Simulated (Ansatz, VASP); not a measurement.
## Mg: VASP beside Ansatz

INCAR

```
  PREC = Accurate
  ENCUT = 520
  EDIFF = 1E-7
  ISMEAR = -1
  SIGMA = 0.05
  LREAL = False
  LASPH = True
  NELM = 60
  ALGO = Normal
  ISIF = 2
  LWAVE = False
  LCHARG = False
  GGA = PE
  NBANDS = 7
```

KPOINTS

```
regular mesh
0
Gamma
  11 11 11
```

Contents of POSCAR:

```
Mg
1.0
   -1.8720006078      1.8720006078      1.7123418728
    1.8720006078     -1.8720006078      1.7123418728
    1.8720006078      1.8720006078     -1.7123418728
Mg
1
Direct
    0.0000000000      0.0000000000      0.0000000000
```

The input input.yaml:

```yaml
crystal:
  lattice:
    - [-1.8720006078, 1.8720006078, 1.7123418728]
    - [1.8720006078, -1.8720006078, 1.7123418728]
    - [1.8720006078, 1.8720006078, -1.7123418728]
  atoms:
    - { symbol: Mg, position: [0.0, 0.0, 0.0] }
hamiltonian:
  xc: pbe
  pseudopotentials: { kind: paw }
kpoints:
  mp_grid: { grid: [11, 11, 11] }
scf:
  occupations: { method: fermi_dirac, width: 0.05 }
output:
  forces: true
  stress: true
  eigenvalues: true
  write_density: true
  write_potential: true
  elf: true
  volumetric_format: npy
```

Change from the starting cell: volume scaled by 1.06.

Alike in both runs: task single point; functional PBE; k mesh 11 × 11 × 11; occupations fermi-dirac, width 0.05 eV; no spin polarisation.

```csv
,VASP,Ansatz
version,VASP 6.6.1,Ansatz 0.2.0
potentials or method,"VASP PAW PBE potentials, release 64 (Mg)",Ansatz PAW
plane-wave cutoff (eV),520,420
valence electrons in the cell,2,10
```

|  | VASP | Ansatz | Ansatz less VASP |
| --- | --- | --- | --- |
| gap on the k mesh at the Fermi level (eV) | none | none | - |
| pressure (GPa) | -1.5 | -1.4 | +0.12 |

A gap of «none» marks a metal or a gap that the smearing closes. The two sets of potentials don't hold the same shells in valence.
